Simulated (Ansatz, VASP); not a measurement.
**WC (Qusongite): VASP beside Ansatz**

```xyz
2
Lattice="2.9065 0.0000 0.0000 -1.4532 2.5171 0.0000 0.0000 0.0000 2.8366" Properties=species:S:1:pos:R:3 pbc="T T T"
W     0.0000    0.0000    0.0000
C     1.4533    0.8390    1.4183
```

Alike in both runs: task single point; functional PBEsol; k mesh 8 × 8 × 6; occupations fermi-dirac, width 0.05 eV; no spin polarisation.

|  | VASP | Ansatz |
| --- | --- | --- |
| version | VASP 6.6.1 | Ansatz 0.2.0 |
| potentials or method | VASP PAW PBE potentials, release 64 (W_sv, C), cutoff 520 eV | all-electron PAW datasets made for the crystal |

Ansatz gave:

```
gap on the k mesh at the Fermi level (eV)       : none
pressure (GPa)                                  : -3.4
largest component of the traceless stress (GPa) : 2.00
```

Which values does VASP return?

gap on the k mesh at the Fermi level (eV): none; pressure (GPa): -2.2; largest component of the traceless stress (GPa): 1.77.

A gap of «none» marks a metal or a gap that the smearing closes. Ansatz ran all-electron here, so the differences hold the error of VASP's frozen core and of both bases.

Caveats: the k mesh is coarse (spacing up to 0.37 Å⁻¹), so the values aren't converged; the PAW data sets were made with another functional, which shifts forces and pressure a little (VASP); the k mesh is thin for a metal, which can move the energy by tens of meV per atom (Ansatz). Spin-orbit coupling is left out, which matters for the levels of W.
